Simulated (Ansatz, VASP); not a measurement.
## One calculation of Sn, two programs

The input INCAR:

```
SYSTEM = Sn
ALGO = Normal ; EDIFF = 1E-7
ENCUT = 520 ; GGA = PS
ISIF = 2 ; ISMEAR = -1
LASPH = .True. ; LCHARG = .False.
LREAL = .False. ; LWAVE = .False.
NBANDS = 13 ; NELM = 60
PREC = Accurate ; SIGMA = 0.05
```

The input KPOINTS:

```
k-points
0
Gamma
  10 10 10
  0 0 0
```

POSCAR

```
Sn
1.0
   -2.0017645706      2.0017645706      1.6383145356
    2.0017645706     -2.0017645706      1.6383145356
    2.0017645706      2.0017645706     -1.6383145356
Sn
1
Direct
    0.0000000000      0.0000000000      0.0000000000
```

File input.yaml:

```yaml
crystal:
  lattice:
    - [-2.0017645706, 2.0017645706, 1.6383145356]
    - [2.0017645706, -2.0017645706, 1.6383145356]
    - [2.0017645706, 2.0017645706, -1.6383145356]
  atoms:
    - { symbol: Sn, position: [0.0, 0.0, 0.0] }
hamiltonian:
  xc: pbesol
  pseudopotentials: { kind: paw }
kpoints:
  mp_grid: { grid: [10, 10, 10] }
scf:
  occupations: { method: fermi_dirac, width: 0.05 }
output:
  forces: true
  stress: true
  eigenvalues: true
```

Change from the starting cell: volume scaled by 0.96.

Alike in both runs: task single point; functional PBEsol; k mesh 10 × 10 × 10; occupations fermi-dirac, width 0.05 eV; no spin polarisation.

|  | VASP | Ansatz |
| --- | --- | --- |
| version | VASP 6.6.1 | Ansatz 0.2.0 |
| potentials or method | VASP PAW PBE potentials, release 64 (Sn_d) | Ansatz PAW |
| plane-wave cutoff (eV) | 520 | 420 |
| valence electrons in the cell | 14 | 14 |

|  | VASP | Ansatz | Ansatz less VASP |
| --- | --- | --- | --- |
| gap on the k mesh at the Fermi level (eV) | none | none | - |
| pressure (GPa) | 0.0 | 0.1 | +0.07 |
| largest component of the traceless stress (GPa) | 1.14 | 1.14 | +0.002 |

A gap of «none» marks a metal or a gap that the smearing closes.

Caveats: the PAW data sets were made with another functional, which shifts forces and pressure a little (VASP); the PAW data sets come from PBE, with cores solved anew for the run's functional, which leaves a small shift of forces and pressure (Ansatz).
